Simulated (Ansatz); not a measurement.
# Ni2Ge: the cost of one run

Computed with Ansatz 0.2.0 (DFT r2SCAN, scalar-relativistic, plane waves, PAW, unless a step's input says otherwise).

2 further runs of the same task are left out: 2 set aside as unsound or not needed.

## 1. Starting point

It takes space group P6_3/mmc (No. 194, hexagonal). Conventional cell: a = 3.978 Å, b = 3.978 Å, c = 5.037 Å, α = 90.00°, β = 90.00°, γ = 120.00°. Ni (site symmetry -6m2) is surrounded by 5 Ge at 2.30 to 2.52 Å and 6 Ni at 2.62 Å. Ni (site symmetry -3m) is surrounded by 8 Ni at 2.52 to 2.62 Å and 6 Ge at 2.62 Å. Around Ge (site symmetry -6m2) lie 11 Ni at 2.30 to 2.62 Å.

Coordinates:

```xyz
12
Lattice="-3.9781 0.0000 0.0000 -1.9891 -3.4452 0.0000 0.0000 0.0000 10.0748" Properties=species:S:1:pos:R:3 pbc="T T T"
Ni   -3.9781   -2.2968    1.2593
Ni   -3.9781   -2.2968    6.2967
Ni   -1.9891   -1.1484    3.7780
Ni   -1.9891   -1.1484    8.8154
Ni   -5.9672   -3.4452    0.0000
Ni   -5.9672   -3.4452    5.0374
Ni   -5.9672   -3.4452    2.5187
Ni   -5.9672   -3.4452    7.5561
Ge   -3.9781   -2.2968    3.7780
Ge   -3.9781   -2.2968    8.8154
Ge   -1.9891   -1.1484    1.2593
Ge   -1.9891   -1.1484    6.2967
```

It goes back to an entry of the Materials Project, which need not be the stable form.

It is built from the cell relaxed beforehand with the same method (11.51 Å³/atom).

## 2. Zero of the scan

Input file input.yaml:

```yaml
crystal:
  lattice:
    - [-3.9781405259, 0.0, 0.0]
    - [-1.989070263, -3.4451707552, 0.0]
    - [0.0, 0.0, 10.0747511065]
  atoms:
    - { symbol: Ni, position: [0.6666666667, 0.6666666667, 0.125] }
    - { symbol: Ni, position: [0.6666666667, 0.6666666667, 0.625] }
    - { symbol: Ni, position: [0.3333333333, 0.3333333333, 0.375] }
    - { symbol: Ni, position: [0.3333333333, 0.3333333333, 0.875] }
    - { symbol: Ni, position: [1.0, 1.0, 0.0] }
    - { symbol: Ni, position: [1.0, 1.0, 0.5] }
    - { symbol: Ni, position: [1.0, 1.0, 0.25] }
    - { symbol: Ni, position: [1.0, 1.0, 0.75] }
    - { symbol: Ge, position: [0.6666666667, 0.6666666667, 0.375] }
    - { symbol: Ge, position: [0.6666666667, 0.6666666667, 0.875] }
    - { symbol: Ge, position: [0.3333333333, 0.3333333333, 0.125] }
    - { symbol: Ge, position: [0.3333333333, 0.3333333333, 0.625] }
basis:
  ecutwfc: 500
kpoints:
  mp_grid: { grid: [14, 14, 5] }
hamiltonian:
  xc: r2scan
scf:
  occupations: { method: gaussian, width: 0.15 }
output:
  forces: true
  stress: true
  eigenvalues: true
  write_density: true
  write_potential: true
  elf: true
  volumetric_format: npy
```

Command:

```
$ ansatz run input.yaml --threads 2 --pin off --max-ram 5120MiB --backend cpu --events-out ev --progress --plain --runs-dir out
```

**Question.** How long does this run take on 2 threads of Intel Xeon at 2.50GHz (Skylake/Cascade Lake), shared host, and how much memory does it need?

About 3.1 min, with a peak of 1.5 GiB.
